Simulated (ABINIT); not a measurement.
Al, 1 atom in the cell. Symmetry: Fm-3m, No. 225, cubic system. The conventional cell has a = 4.016 Å, b = 4.016 Å, c = 4.016 Å, α = 90.00°, β = 90.00°, γ = 90.00°. Around Al (site symmetry m-3m) lie 12 Al at 2.84 Å.  The cell isn't the ideal one: cell relaxed.

- Program: ABINIT 10.8.3 (patched build)
- Task: single point
- Functional: PBEsol
- Potentials or basis: PseudoDojo NC SR PBEsol v0.4.1 standard
- Cutoff: 544 eV
- k mesh: 8 × 8 × 8
- Occupations: fermi-dirac, width 0.05 eV
- Spin: no spin polarisation

Potentials or basis: PseudoDojo NC SR PBEsol v0.4.1 standard.

Launch:

```sh
$ abinit run.abi > log 2>&1
```

Hardware: 1 thread of Arm Neoverse V1, on a shared host.

Q: Estimate the wall time of this run.

A: Wall time 2.5 s on 1 thread of Arm Neoverse V1 (shared host), peak memory 0.07 GiB. Counts: scf iterations 6, mpi ranks 1, k points 29, bands 6, plane waves 489.
